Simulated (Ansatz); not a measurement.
# Si (I4/mmm) in Ansatz: notebook

Runs on Si. Level: r2SCAN. Tasks: single point, equation of state.

Everything below comes from runs of Ansatz 0.2.0. Logs are shortened: lines on timing, memory, paths and dates and some standing lists are left out, and cuts for length are marked.

**1. The structure**

Symmetry: I4/mmm, No. 139, tetragonal system. Conventional cell: a = 6.651 Å, b = 6.651 Å, c = 3.845 Å, α = 90.00°, β = 90.00°, γ = 90.00°. Si (site symmetry m2m) has 4 Si at 2.34 to 2.38 Å as nearest neighbours.

This isn't the form of Si at room conditions, which is diamond.

**2. Single point, r2SCAN, 19.98 Å³/atom (volume scaled by 0.94)**

File input.yaml:

```yaml
crystal:
  lattice:
    - [-3.2575590318, 3.2575590318, 1.8831422881]
    - [3.2575590318, -3.2575590318, 1.8831422881]
    - [3.2575590318, 3.2575590318, -1.8831422881]
  atoms:
    - { symbol: Si, position: [0.82119894, 0.17880106, 0.0] }
    - { symbol: Si, position: [0.17880106, 0.82119894, 0.0] }
    - { symbol: Si, position: [0.82119894, 0.82119894, 0.64239788] }
    - { symbol: Si, position: [0.17880106, 0.17880106, 0.35760212] }
hamiltonian:
  xc: r2scan
  pseudopotentials: { kind: paw }
kpoints:
  mp_grid: { grid: [8, 8, 8] }
scf:
  occupations: { method: fermi_dirac, width: 0.05 }
output:
  forces: true
  stress: true
  eigenvalues: true
  write_density: true
  write_potential: true
  elf: true
  volumetric_format: npy
```

Potentials or basis: Ansatz PAW.

Launch:

```sh
$ ansatz run input.yaml --threads 2 --pin off --max-ram 5632MiB --backend cpu --events-out ev --progress --plain --runs-dir out
```

Output:

```text
Warning: RAYON_NUM_THREADS=2 ignored (pool sized by the plan → 2); use --threads N
Engine: ansatz 0.2.0, x86_64-unknown-linux-gnu
Pseudopotentials: kind: paw
Pseudopotential: Si, paw, valence charge 4, recommended cutoff 500 eV (meta_gga), Si.paw.azcp
Functional definition: r2SCAN
  parameter k0 = 0.174
  parameter k1 = 0.065
  parameter a1 = 4.9479
  exchange = r2scan_x(k0 = k0, k1 = k1, a1 = a1)
  correlation = r2scan_c
Crystal: 4 atoms, lattice volume = 79.933 Å³
Basis set: ecut = 500 eV, 2019 PW (Γ), exchange–correlation on 160×160×160 points (64 copies of the dense FFT grid, shifted against one another)
Bands: 12, of which v1, the nominal top of the filled ones, is band 8 counted from 1 (7 counted from 0)
Symmetry: 16 space group operations
Space group: I4/mmm (ITA 139), of the structure as read, at distance tolerance 4.3e-5 Å
k-points: 59 of 512
Non-local potential: Si, projectors of the file, l = 0: 2, l = 1: 2, l = 2: 2
PAW form: soft (Blöchl's): semilocal exchange-correlation on the pseudo side does not see the compensation charge
PAW frozen core: Si, regenerated for the run's functional (the file was generated under x = pbe(κ = 0.804, μ = 0.2195149727645171), c = pbe(β = 0.06672455060314922))
PAW one-centre angular grid: Si, 302 points (default); XC on 160 Gauss nodes
Initial density: superposition of atomic densities (neutral atoms: chi_scale 0, normalization atom), corrected by the library's trained network
Initial wavefunctions: pseudopotential atomic-orbital guess
Functional: x = r2scan, c = r2scan; τ floored in thin density (d = 2e-4 eV/Å³)
SCF iter   1: F=—  HF=-2555.660951 eV  |F-HF|=—  |Δ(HF+E_count)|=         —  Δρ=4.66e-3  dr2=1.43e-2  dr2_τ=3.00e-2  ethr=1.77e-3  ⟨swp⟩=6.2  Hψ=5257  notcnv=0
preconditioner: auto → none  [insulator: Δε(μ)=0.205 eV  Ē_g=8.476 eV  σ=0.050 eV  W_gap=0.77  n_scr=16 (ndim 8)  ℏωp=16.6 eV  f_vac=0.000  D(μ)=0.04/eV (n_scr^D=0)  ε∞_Penn≈4.8]
SCF iter   2: F=—  HF=-2555.698535 eV  |F-HF|=—  |Δ(HF+E_count)|=   3.76e-2  Δρ=2.66e-3  dr2=3.70e-3  dr2_τ=2.65e-5  ethr=8.94e-5  ⟨swp⟩=2.0  Hψ=1879  notcnv=0
SCF iter   3: F=—  HF=-2555.698878 eV  |F-HF|=—  |Δ(HF+E_count)|=   3.43e-4  Δρ=5.39e-4  dr2=4.56e-4  dr2_τ=4.79e-6  ethr=2.31e-5  ⟨swp⟩=1.7  Hψ=943  notcnv=0
SCF iter   4: F=—  HF=-2555.698753 eV  |F-HF|=—  |Δ(HF+E_count)|=   1.25e-4  Δρ=1.04e-4  dr2=7.23e-6  dr2_τ=9.53e-8  ethr=2.85e-6  ⟨swp⟩=2.5  Hψ=1129  notcnv=0
SCF iter   5: F=—  HF=-2555.698754 eV  |F-HF|=—  |Δ(HF+E_count)|=   3.89e-8  Δρ=1.31e-5  dr2=7.82e-8  dr2_τ=1.04e-9  ethr=4.52e-8  ⟨swp⟩=2.4  Hψ=1180  notcnv=0
SCF iter   6: F=-2555.698754 eV  HF=-2555.698754 eV  |F-HF|=3.27e-9  |Δ(HF+E_count)|=   7.69e-8  Δρ=2.43e-6  dr2=2.44e-9  dr2_τ=5.08e-11  ethr=4.89e-10  ⟨swp⟩=6.4  Hψ=4936  notcnv=0
SCF 1 converged in 6 iterations: F = -2555.698754 eV  dr2 = 2.44e-9
SCF converged after 6 iterations
Free energy (F): -2555.698754 eV
Harris-Foulkes:  -2555.698754 eV  (|F-HF|=3.27e-9)
Internal energy: -2555.698464 eV  (E = F + TS)
E sigma→0 (E₀):  -2555.698609 eV
Entropy (-TS):   -0.000290 eV (-0.072 meV/atom)
Fermi energy:    6.553005 eV
--- Per-component energies (eV) ---
  E_band       = 12.122537
  E_kinetic    = 165.537972
  E_local      = -128.506495  (includes V_loc(G=0)·N_el)
  E_nonlocal   = 101.806112
  E_hartree    = 38.438616
  E_xc         = -207.623486
  E_vxc        = -201.268852  (∫ρ·V_xc dr)
  E_paw        = -2078.396279  (= ΣΔE_a)
  E_vpaw       = -10.278730  (= ΣTr[D̂ρ^β])
  E_aug_tail   = 0.000017  (compensation charges beyond the density's cutoff)
  E_vtau       = 7.955399  (kinetic-family band-sum trace: ∫τ·v_τ [+ j·A + Jᵃ·Aᵃ] dr)
  E_ewald      = -446.649188
  E_core_change = -0.305732  (= ΣΔE_core)
  E_smearing   = -0.000290  (= −TS)
  E_closure    = -0.000000  (closes the sum)
  Σ components = -2555.698754   (vs F -2555.698754, Δ=0.00e0)
--- Forces (eV/Å), atoms counted from 1 ---
  atom   1  Si     0.06742527    -0.06742527    -0.00000000
  atom   2  Si    -0.06742527     0.06742527     0.00000000
  atom   3  Si    -0.06742527    -0.06742527     0.00000000
  atom   4  Si     0.06742527     0.06742527     0.00000000
  max |Σ_I F_I| component: 3.12e-17 eV/Å
--- Stress (GPa, compression-positive) ---
        6.292392       0.000000       0.000000
        0.000000       6.292392       0.000000
        0.000000       0.000000       6.645762
  P = ⅓ Tr σ = 6.4102 GPa (64.102 kbar)
--- Band table (eV; the first three rows and the last of 59) ---
  k-point 0: bands = ["-6.6827", "-1.9204", "0.4285", "0.4285", "2.1987", "4.7549", "4.7549", "5.7618", "7.8931", "8.4118", "8.4118", "8.9573"]
  k-point 1: bands = ["-6.5874", "-2.3300", "0.4423", "0.5077", "2.7019", "4.6443", "4.7308", "5.2342", "7.8846", "8.1956", "8.8452", "8.8846"]
  k-point 2: bands = ["-6.3084", "-3.1844", "0.5231", "0.7311", "3.6448", "4.3231", "4.4222", "4.6742", "7.4587", "8.6219", "8.7394", "8.9882"]
  k-point 58: bands = ["-4.2059", "-4.2059", "-3.5363", "0.8101", "3.1283", "6.1883", "6.4377", "6.4377", "6.9347", "10.2893", "10.6833", "11.1090"]
```

It took 33 s on 2 threads of Intel Xeon at 2.50GHz (Skylake/Cascade Lake), shared host; peak memory 0.68 GiB.

Results:

```yaml
Free_energy: -2555.6988 eV
Pressure: 6.4 GPa
Largest_force: 0.095 eV/Å
Band_gap_on_the_k_mesh: 0.23 eV, indirect (least direct gap 0.50 eV)
```

Caveat: the PAW data sets come from PBE, with cores solved anew for the run's functional, which leaves a small shift of forces and pressure.

**3. Single point, r2SCAN, 20.41 Å³/atom (volume scaled by 0.96)**

Changes to input.yaml since step 2:

```diff
@@ -2,5 +2,5 @@
   lattice:
-    - [-3.2575590318, 3.2575590318, 1.8831422881]
-    - [3.2575590318, -3.2575590318, 1.8831422881]
-    - [3.2575590318, 3.2575590318, -1.8831422881]
+    - [-3.2805003442, 3.2805003442, 1.8964042905]
+    - [3.2805003442, -3.2805003442, 1.8964042905]
+    - [3.2805003442, 3.2805003442, -1.8964042905]
   atoms:
```

Potentials or basis: Ansatz PAW.

Launch:

```sh
$ ansatz run input.yaml --threads 2 --pin off --max-ram 5632MiB --backend cpu --events-out ev --progress --plain --runs-dir out
```

Wall time 43 s (2 threads of Intel Xeon at 2.50GHz (Skylake/Cascade Lake), shared host); peak memory 0.68 GiB.

Results (log left out):

* Free energy: -2555.7542 eV
* Pressure: 4.1 GPa
* Largest force: 0.062 eV/Å
* Band gap on the k mesh: 0.30 eV, indirect (least direct gap 0.53 eV)

Caveat: the PAW data sets come from PBE, with cores solved anew for the run's functional, which leaves a small shift of forces and pressure.

**4. Single point, r2SCAN, 20.83 Å³/atom (volume scaled by 0.98)**

Changes to input.yaml since step 3:

```diff
@@ -2,5 +2,5 @@
   lattice:
-    - [-3.2805003442, 3.2805003442, 1.8964042905]
-    - [3.2805003442, -3.2805003442, 1.8964042905]
-    - [3.2805003442, 3.2805003442, -1.8964042905]
+    - [-3.3031251995, 3.3031251995, 1.9094833541]
+    - [3.3031251995, -3.3031251995, 1.9094833541]
+    - [3.3031251995, 3.3031251995, -1.9094833541]
   atoms:
@@ -21,5 +21 @@
   eigenvalues: true
-  write_density: true
-  write_potential: true
-  elf: true
-  volumetric_format: npy
```

Launch:

```sh
$ ansatz run input.yaml --threads 2 --pin off --max-ram 5632MiB --backend cpu --events-out ev --progress --plain --runs-dir out
```

Run time: 35 s. Hardware: 2 threads of Intel Xeon at 2.50GHz (Skylake/Cascade Lake), shared host; peak memory 0.68 GiB.

Results (log left out):

```yaml
Free_energy: -2555.7862 eV
Pressure: 2.0 GPa
Largest_force: 0.030 eV/Å
Band_gap_on_the_k_mesh: 0.37 eV, indirect (least direct gap 0.55 eV)
```

Caveat: the PAW data sets come from PBE, with cores solved anew for the run's functional, which leaves a small shift of forces and pressure.

**5. Single point, r2SCAN, 21.26 Å³/atom**

Changes to input.yaml since step 4:

```diff
@@ -2,5 +2,5 @@
   lattice:
-    - [-3.3031251995, 3.3031251995, 1.9094833541]
-    - [3.3031251995, -3.3031251995, 1.9094833541]
-    - [3.3031251995, 3.3031251995, -1.9094833541]
+    - [-3.32544429, 3.32544429, 1.92238566]
+    - [3.32544429, -3.32544429, 1.92238566]
+    - [3.32544429, 3.32544429, -1.92238566]
   atoms:
@@ -21 +21,5 @@
   eigenvalues: true
+  write_density: true
+  write_potential: true
+  elf: true
+  volumetric_format: npy
```

Launch:

```sh
$ ansatz run input.yaml --threads 2 --pin off --max-ram 5632MiB --backend cpu --events-out ev --progress --plain --runs-dir out
```

Wall time 45 s (2 threads of Intel Xeon at 2.50GHz (Skylake/Cascade Lake), shared host); peak memory 0.68 GiB.

It converged, with:

* Free energy: -2555.7971 eV
* Pressure: 0.1 GPa
* Band gap on the k mesh: 0.44 eV, indirect (least direct gap 0.57 eV)

Caveat: the PAW data sets come from PBE, with cores solved anew for the run's functional, which leaves a small shift of forces and pressure.

**6. Single point, r2SCAN, 21.68 Å³/atom (volume scaled by 1.02)**

Changes to input.yaml since step 5:

```diff
@@ -2,5 +2,5 @@
   lattice:
-    - [-3.32544429, 3.32544429, 1.92238566]
-    - [3.32544429, -3.32544429, 1.92238566]
-    - [3.32544429, 3.32544429, -1.92238566]
+    - [-3.3474677417, 3.3474677417, 1.9351170619]
+    - [3.3474677417, -3.3474677417, 1.9351170619]
+    - [3.3474677417, 3.3474677417, -1.9351170619]
   atoms:
```

Potentials or basis: Ansatz PAW.

Launch:

```sh
$ ansatz run input.yaml --threads 2 --pin off --max-ram 5632MiB --backend cpu --events-out ev --progress --plain --runs-dir out
```

It took 48 s on 2 threads of Intel Xeon at 2.50GHz (Skylake/Cascade Lake), shared host; peak memory 0.68 GiB.

Results (log left out):

```yaml
Free_energy: -2555.7888 eV
Pressure: -1.6 GPa
Largest_force: 0.027 eV/Å
Band_gap_on_the_k_mesh: 0.47 eV, indirect (least direct gap 0.60 eV)
```

Caveat: the PAW data sets come from PBE, with cores solved anew for the run's functional, which leaves a small shift of forces and pressure.

**7. Single point, r2SCAN, 22.11 Å³/atom (volume scaled by 1.04)**

Changes to input.yaml since step 6:

```diff
@@ -2,5 +2,5 @@
   lattice:
-    - [-3.3474677417, 3.3474677417, 1.9351170619]
-    - [3.3474677417, -3.3474677417, 1.9351170619]
-    - [3.3474677417, 3.3474677417, -1.9351170619]
+    - [-3.3692051543, 3.3692051543, 1.9476831092]
+    - [3.3692051543, -3.3692051543, 1.9476831092]
+    - [3.3692051543, 3.3692051543, -1.9476831092]
   atoms:
@@ -21,5 +21 @@
   eigenvalues: true
-  write_density: true
-  write_potential: true
-  elf: true
-  volumetric_format: npy
```

Launch:

```sh
$ ansatz run input.yaml --threads 2 --pin off --max-ram 5632MiB --backend cpu --events-out ev --progress --plain --runs-dir out
```

Run time: 39 s. Hardware: 2 threads of Intel Xeon at 2.50GHz (Skylake/Cascade Lake), shared host; peak memory 0.68 GiB.

Results (log left out):

* Free energy: -2555.7634 eV
* Pressure: -3.2 GPa
* Largest force: 0.054 eV/Å
* Band gap on the k mesh: 0.47 eV, indirect (least direct gap 0.61 eV)

Caveat: the PAW data sets come from PBE, with cores solved anew for the run's functional, which leaves a small shift of forces and pressure.

**8. Single point, r2SCAN, 22.53 Å³/atom (volume scaled by 1.06)**

Changes to input.yaml since step 7:

```diff
@@ -2,5 +2,5 @@
   lattice:
-    - [-3.3692051543, 3.3692051543, 1.9476831092]
-    - [3.3692051543, -3.3692051543, 1.9476831092]
-    - [3.3692051543, 3.3692051543, -1.9476831092]
+    - [-3.3906656383, 3.3906656383, 1.9600890686]
+    - [3.3906656383, -3.3906656383, 1.9600890686]
+    - [3.3906656383, 3.3906656383, -1.9600890686]
   atoms:
```

Launch:

```sh
$ ansatz run input.yaml --threads 2 --pin off --max-ram 5632MiB --backend cpu --events-out ev --progress --plain --runs-dir out
```

Run time: 35 s. Hardware: 2 threads of Intel Xeon at 2.50GHz (Skylake/Cascade Lake), shared host; peak memory 0.68 GiB.

Results (log left out):

```
Free energy            : -2555.7225 eV
Pressure               : -4.5 GPa
Largest force          : 0.078 eV/Å
Band gap on the k mesh : 0.46 eV, indirect (least direct gap 0.63 eV)
```

Caveat: the PAW data sets come from PBE, with cores solved anew for the run's functional, which leaves a small shift of forces and pressure.

**9. Equation of state, r2SCAN**

Potentials or basis: Ansatz PAW.

No new run: the results of the series are fitted here.

What came out:

```
Equilibrium volume                        : 21.28 Å³/atom
Bulk modulus at fixed shape and positions : 89 GPa
Pressure derivative of the bulk modulus   : 4.2
```

Energy against volume, from the lowest point:
```tsv
volume (Å³/atom)	energy (meV/atom)
19.983	24.58
20.409	10.71
20.834	2.71
21.259	0.00
21.684	2.06
22.109	8.42
22.534	18.65
```

Caveat: the cell was scaled at fixed shape and fractional positions, which overstates the stiffness of a crystal with free parameters, most of all of layers and chains; the PAW data sets were made with another functional, which shifts forces and pressure a little.
